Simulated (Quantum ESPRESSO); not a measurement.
The system is HfB2.

```
CELL_PARAMETERS angstrom
3.14000 0.00000 0.00000
-1.57000 2.71932 0.00000
0.00000 0.00000 3.48000
ATOMIC_POSITIONS crystal
Hf 0.00000 0.00000 0.00000
B 0.66667 0.33333 0.50000
B 0.33333 0.66667 0.50000
```

Base run:

| Property | Result |
| --- | --- |
| Program | Quantum ESPRESSO 7.5 |
| Functional | PBEsol |
| Potentials or basis | GBRV 1.5 PBEsol |
| Cutoff | 612 eV |
| Density cutoff | 4898 eV |
| k mesh | 10 × 10 × 8 |
| Occupations | fermi-dirac, width 0.05 eV |
| Spin | no spin polarisation |
| Hubbard terms | Hf d U = 6 eV |

Its results: band gap on the k mesh none (metal or under the smearing width); pressure 5.4 GPa.

After a change of settings the same cell gave: band gap on the k mesh none (metal or under the smearing width); pressure 0.5 GPa. Which change was it?
A. potentials or basis from GBRV 1.5 PBEsol to PseudoDojo 0.4.1 SR PBEsol standard; cutoff from 612 eV to 1034 eV; density cutoff from 4898 eV to 4136 eV; hubbard terms from Hf d U = 6 eV to none; hubbard projectors from ortho-atomic to none
B. hubbard terms from Hf d U = 6 eV to Hf d U = 8 eV
C. hubbard terms from Hf d U = 6 eV to Hf d U = 3 eV
D. hubbard terms from Hf d U = 6 eV to none

C.

Caveats: U without spin polarisation on a metal has little footing; the U is typed as a test and isn't derived for this compound.

Not every run made on this cell is shown here.
